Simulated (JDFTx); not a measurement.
The system is CO2.

```
O C
1.0
    -1.97473    1.97473    3.01406
     1.97473   -1.97473    3.01406
     1.97473    1.97473   -3.01406
O C
4 2
Cartesian
  1.3223 0.9874 3.7676
  0.6525 0.9874 0.7535
  2.9621 0.6525 -0.7535
  -0.9874 1.3223 2.2605
  0.0000 0.0000 0.0000
  0.0000 1.9747 1.5070
```

The cell comes from a database or a generator and needn't be the stable form of this composition.

```yaml
Program: JDFTx 1.7.0 (patched build)
Task: relaxation of cell and atoms
Functional: LDA
Potentials_or_basis: PseudoDojo-SR-LDA-0.4.1-standard with smoothed tails
Cutoff: 1143 eV
Density_cutoff: 9143 eV
k_mesh: 7 × 7 × 7
Occupations: fermi-dirac, width 0.05 eV
Spin: no spin polarisation
```

At the start: pressure -13.5 GPa; volume 7.84 Å³/atom.

Problem. How do energy, volume and symmetry change on relaxing?

Solution. Over 15 steps the energy falls by 18.2 meV/atom and the volume is 7.36 Å³/atom (-6.0 %); space group I-42d (No. 122, to 0.05 Å).

Step by step:
```tsv
step	energy change (eV)	largest force (eV/Å)	pressure (GPa)	volume (Å³)
1	0.0000	0.5068	-13.50	47.01
2	-0.0406	0.2613	-10.20	46.57
3	-0.0816	0.1218	-4.25	45.71
4	-0.0927	0.2276	-1.68	45.23
5	-0.1004	0.3054	1.49	44.54
6	-0.1024	0.2911	2.91	44.13
7	-0.1061	0.1094	2.47	43.82
8	-0.1072	0.1164	-0.06	43.95
9	-0.1085	0.0621	0.04	44.05
10	-0.1092	0.0032	0.01	44.18
11	-0.1093	0.0023	0.01	44.19
12	-0.1093	0.0051	0.01	44.19
13	-0.1094	0.0069	0.00	44.19
14	-0.1094	0.0060	0.01	44.17
15	-0.1094	0.0009	-0.04	44.17
```

Final structure:
```xyz
6
Lattice="-1.9351 1.9351 2.9491 1.9351 -1.9351 2.9491 1.9351 1.9351 -2.9491" Properties=species:S:1:pos:R:3 pbc="T T T"
O     1.2799    0.9675    3.6864
O     0.6552    0.9675    0.7373
O     2.9026    0.6552   -0.7373
O    -0.9675    1.2799    2.2119
C     0.0000    0.0000    0.0000
C     0.0000    1.9351    1.4746
```

Caveat: the plane waves are those of the starting cell, so after so large a change of volume the result is rough.
